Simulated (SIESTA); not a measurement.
The system is ZnS.

```xyz
2
Lattice="0.0000 2.7020 2.7020 2.7020 0.0000 2.7020 2.7020 2.7020 0.0000" Properties=species:S:1:pos:R:3 pbc="T T T"
Zn    4.0530    4.0530    4.0530
S     0.0000    0.0000    0.0000
```

Program: SIESTA 5.4.2. Alike in all runs: potentials or basis PseudoDojo 0.4 standard (PBE files), DZP (energy shift 0.002 Ry); no spin polarisation; cell as given; k mesh 9 × 9 × 9; smearing fermi-dirac 0.05 eV; grid cutoff 800 Ry; energy shift 0.002 Ry.

Problem. Order these runs on this cell by their band gap on the k mesh, lowest first.
A. level PBE
B. level vdW-DF-C09
C. level OLYP

Solution. B (2.60 eV), A (2.76 eV), C (3.18 eV).

Caveats: the valence orbitals were made in a potential fitted to the semicore shell under them, which widens gaps by tenths of an eV or more; the basis of atomic orbitals isn't converged, which shifts pressures, moduli and gaps.

